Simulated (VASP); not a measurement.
# CaS (Oldhamite) (Fm-3m) in VASP: single point with PBE

Aim: the single point of CaS (Oldhamite) with PBE.

All numbers are computed with VASP 6.6.1; they aren't measurements. Logs are shortened: lines on timing, memory, paths and dates and some standing lists are left out, and cuts for length are marked.

## Step 1: The crystal as given

It takes space group Fm-3m (No. 225, cubic). The conventional cell has a = 5.686 Å, b = 5.686 Å, c = 5.686 Å, α = 90.00°, β = 90.00°, γ = 90.00°. Ca (site symmetry m-3m) has 6 S at 2.84 Å as nearest neighbours. Around S (site symmetry m-3m) lie 6 Ca at 2.84 Å.

## Step 2: Single point, PBE

INCAR reads:

```
ALGO = Normal
EDIFF = 1E-6
ENCUT = 520
GGA = PE
ISIF = 2
ISMEAR = 0
LASPH = T
LCHARG = F
LREAL = F
LWAVE = F
NBANDS = 15
NELM = 100
PREC = Accurate
SIGMA = 0.1
```

KPOINTS reads:

```
k-points
0
Gamma
  6 6 6
```

POSCAR reads:

```
CaS
1.0
    0.0000000000      2.8430000000      2.8430000000
    2.8430000000      0.0000000000      2.8430000000
    2.8430000000      2.8430000000      0.0000000000
Ca S
1 1
Direct
    0.0000000000      0.0000000000      0.0000000000
    0.5000000000      0.5000000000      0.5000000000
```

Potentials or basis: VASP PAW PBE potentials, release 64 (Ca_sv, S).

On the command line:

```console
> cat potpaw_PBE.64/Ca_sv/POTCAR potpaw_PBE.64/S/POTCAR > POTCAR
> mpirun -np 1 vasp_std > vasp.out
```

OUTCAR:

```text
EDIFF = 1E-6
   ENCUT = 520
   GGA = PE
   ISIF = 2
   ISMEAR = 0
   LASPH = T
   LREAL = F
   NELM = 100
   PREC = Accurate

 ion  position               nearest neighbor table
   1  0.000  0.000  0.000-   2 2.84   2 2.84   2 2.84   2 2.84   2 2.84   2 2.84
   2  0.500  0.500  0.500-   1 2.84   1 2.84   1 2.84   1 2.84   1 2.84   1 2.84

  LATTYP: Found a face centered cubic cell.
 ALAT       =     5.6860000000

  Lattice vectors:

 A1 = (   0.0000000000,   2.8430000000,   2.8430000000)
 A2 = (   2.8430000000,   0.0000000000,   2.8430000000)
 A3 = (   2.8430000000,   2.8430000000,   0.0000000000)

Analysis of symmetry for initial positions (statically):
=====================================================================
 Subroutine PRICEL returns:
 Original cell was already a primitive cell.

 Routine SETGRP: Setting up the symmetry group for a
 face centered cubic supercell.

 Subroutine GETGRP returns: Found 48 space group operations
 (whereof 48 operations were pure point group operations)
 out of a pool of 48 trial point group operations.

The static configuration has the point symmetry O_h .

Analysis of symmetry for dynamics (positions and initial velocities):
=====================================================================
 Subroutine PRICEL returns:
 Original cell was already a primitive cell.

 Routine SETGRP: Setting up the symmetry group for a
 face centered cubic supercell.

 Subroutine GETGRP returns: Found 48 space group operations
 (whereof 48 operations were pure point group operations)
 out of a pool of 48 trial point group operations.

The dynamic configuration has the point symmetry O_h .

 Subroutine INISYM returns: Found 48 space group operations
 (whereof 48 operations are pure point group operations),
 and found     1 'primitive' translations

----------------------------------------------------------------------------------------

                                     Primitive cell

  volume of cell :      45.9579

  direct lattice vectors                    reciprocal lattice vectors
     0.000000000  2.843000000  2.843000000    -0.175870559  0.175870559  0.175870559
     2.843000000  0.000000000  2.843000000     0.175870559 -0.175870559  0.175870559
     2.843000000  2.843000000  0.000000000     0.175870559  0.175870559 -0.175870559

  length of vectors
     4.020609158  4.020609158  4.020609158     0.304616744  0.304616744  0.304616744

  position of ions in fractional coordinates (direct lattice)
     0.000000000  0.000000000  0.000000000
     0.500000000  0.500000000  0.500000000

[... 80 lines left out ...]
   EMIN   =  10.00;   EMAX   =-10.00  energy-range for DOS
   EFERMI =   0.00;   METHOD = LEGACY
   ISMEAR =     0;   SIGMA  =   0.10  broadening in eV -4-tet -1-fermi 0-gaus
   EFERMI_NEDOS =   21; number of points for ismear=-14 and -15
   IALGO  =     38    algorithm
   IMIX   =      4    mixing-type and parameters
     AMIX     =   0.40;   BMIX     =  1.00
     AMIX_MAG =   1.60;   BMIX_MAG =  1.00
  volume/ion in A,a.u.               =      22.98       155.07
  Fermi-wavevector in a.u.,A,eV,Ry     =   1.151670  2.176340 18.045996  1.326343
  Thomas-Fermi vector in A             =   2.288326
   LORBIT       =      0    0 simple, 1 ext, 2 COOP (PROOUT), +10 PAW based schemes
   GGA     = PE    functional components
   LHFCALC =     F    Hartree Fock is set to
   AEXX    =    0.0000 exact exchange contribution
   IVDW    =     0    specifies the selected vdW correction
   LEPSILON=     F    determine dielectric tensor
   LRPA    =     F    only Hartree local field effects (RPA)
 non-spin polarized calculation
 Gauss-broadening in eV      SIGMA  =   0.10
  energy-cutoff  :      520.00
  volume of cell :       45.96
 maximum number of plane-waves:      1258
 NGX is ok and might be reduce to    30
   NGX = 15   NGY = 15   NGZ = 15

 number of electron      16.0000004 magnetization

 Free energy of the ion-electron system (eV)
  ---------------------------------------------------
  ext. energy  EPLUGINS =         0.00000000
  ---------------------------------------------------
  free energy    TOTEN  =       -10.36228965 eV

  energy without entropy =      -10.36228965  energy(sigma->0) =      -10.36228965

 E-fermi :   3.3265     XC(G=0):  -9.3356

 val. band max:        2.7623489655   @ k =   0.0000   0.0000   0.0000
 cond. band min:       5.1082458205   @ k =   0.5000   0.5000   0.0000
 fundamental gap:      2.3458968550
 Fermi energy:         3.3264802453

 k-point     1 :       0.0000    0.0000    0.0000
  band No.  band energies     occupation
      1     -36.4196      2.00000
      2     -17.4002      2.00000
      3     -17.4002      2.00000
      4     -17.4002      2.00000
      5      -8.5791      2.00000
      6       2.7623      2.00000
      7       2.7623      2.00000
      8       2.7623      2.00000
      9       6.9258      0.00000
     10       6.9258      0.00000
     11       6.9258      0.00000
     12       6.9394      0.00000
     13       7.5237      0.00000
     14       7.5237      0.00000
[... 257 lines left out ...]
      2     -17.5063      2.00000
      3     -17.4686      2.00000
      4     -17.4576      2.00000
      5      -7.8616      2.00000
      6       0.6954      2.00000
      7       1.3518      2.00000
      8       1.3727      2.00000
      9       6.4324      0.00000
     10       8.6793      0.00000
     11       8.6826      0.00000
     12       9.3110      0.00000
     13       9.5759      0.00000
     14      10.6401      0.00000
     15      12.7864      0.00000

------------------------ aborting loop because EDIFF is reached ----------------------------------------

  FORCE on cell =-STRESS in cart. coord.  units (eV):
  Direction    XX          YY          ZZ          XY          YZ          ZX
  --------------------------------------------------------------------------------------
  -------------------------------------------------------------------------------------
  Total        0.2761081      0.2761081      0.2761081      0.0000000     -0.0000000      0.0000000
  in kB        9.6256283      9.6256283      9.6256283      0.0000000     -0.0000000      0.0000000
  external PRESSURE =       9.6256283 kB  Pullay stress =       0.0000000 kB

 VOLUME and BASIS-vectors are now :
 -----------------------------------------------------------------------------
  energy-cutoff  :      520.00
  volume of cell :       45.96
      direct lattice vectors                 reciprocal lattice vectors
     0.000000000  2.843000000  2.843000000    -0.175870559  0.175870559  0.175870559
     2.843000000  0.000000000  2.843000000     0.175870559 -0.175870559  0.175870559
     2.843000000  2.843000000  0.000000000     0.175870559  0.175870559 -0.175870559

 POSITION                                       TOTAL-FORCE (eV/Angst)
 -----------------------------------------------------------------------------------
      0.00000      0.00000      0.00000         0.000000     -0.000000      0.000000
      2.84300      2.84300      2.84300        -0.000000      0.000000     -0.000000
 -----------------------------------------------------------------------------------
    total drift:                               -0.000000      0.000000      0.000000

  FREE ENERGIE OF THE ION-ELECTRON SYSTEM (eV)
  ---------------------------------------------------
  free  energy   TOTEN  =       -10.3622896520 eV

  energy  without entropy=      -10.3622896520  energy(sigma->0) =      -10.36228965
```

stdout:

```text
POSCAR found type information on POSCAR CaS
 POSCAR found :  2 types and       2 ions
 scaLAPACK will be used
 LDA part: xc-table for (Slater+PW92), standard interpolation
 POSCAR, INCAR and KPOINTS ok, starting setup
 FFT: planning ... GRIDC
 FFT: planning ... GRID_SOFT
 FFT: planning ... GRID
 WAVECAR not read
 entering main loop
```

Wall time 5.7 s (1 thread of AMD EPYC 9R45 (Zen 5), shared host); peak memory 0.14 GiB.

Results:

```yaml
Free_energy: -10.3623 eV
Pressure: 1.0 GPa
Band_gap_on_the_k_mesh: 2.35 eV, indirect (least direct gap 3.16 eV)
```

Levels at points of the mesh, in eV from the valence-band top:
```
           k point  band 5  band 6  band 7  band 8  band 9  band 10  band 11  band 12
(0.00, 0.00, 0.00)  -11.34    0.00    0.00    0.00    4.16     4.16     4.16     4.18
(0.50, 0.00, 0.00)  -10.52   -3.11   -1.17   -1.17    5.23     6.08     6.21     6.21
(0.50, 0.50, 0.00)  -10.71   -2.28   -0.81   -0.81    2.35     5.61     6.04     6.80
```

A k mesh can miss the band edges. As with any semilocal functional, this PBE gap is likely too small.
